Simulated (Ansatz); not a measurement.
CaB2H8 — field gradients at the nuclei

The cell is a computed structure from the Materials Project (it need not be an observed phase), taken as it stands.

Space group P4_2/m (No. 84); a = 6.9789, c = 4.3620 Å.

```csv
site,Wyckoff,site symmetry,x,y,z
Ca,2d,2/m..,0.0000,0.5000,0.5000
B,4j,m..,0.7984,0.6836,0.0000
H7,4j,m..,0.6232,0.6951,0.0000
H11,8k,1,0.8664,0.7611,0.7731
H19,4j,m..,0.8286,0.5099,0.0000
```

One atom of each set is listed.

The numbers come from a DFT calculation in Ansatz (r2SCAN, plane waves and PAW, scalar-relativistic, 500 eV cutoff, Γ-centred 4×4×7 k-points, Fermi–Dirac smearing 0.02 eV).

V_zz is the principal component of the electric field gradient with the largest magnitude, η = (V_xx − V_yy)/V_zz and C_Q = eQV_zz/h. ν_Q = 3|C_Q|/[2I(2I − 1)].

⁴³Ca: I = 7/2, Q = -40.80 mb; 11B: I = 3/2, Q = 40.59 mb; ²H: I = 1, Q = 2.858 mb. Nuclear quadrupole moments: year-2017 set (Pyykkö).

```
site  atoms          first shell  C_Q (MHz)     η  ν_Q (MHz)
  Ca      2  10 H at 2.29–2.49 Å      -1.37  0.11      0.098
   B      4   4 H at 1.22–1.23 Å      0.179  0.29      0.090
  H7      4        1 B at 1.23 Å      0.127  0.11      0.190
 H11      8        1 B at 1.22 Å      0.122  0.15      0.183
 H19      4        1 B at 1.23 Å      0.115  0.16      0.173
```

At H7, H11 and H19 V_zz points along its bond to B (within 6°) in each case.

The lattice is static: at room temperature BH₄ may turn and average the couplings of its hydrogen.
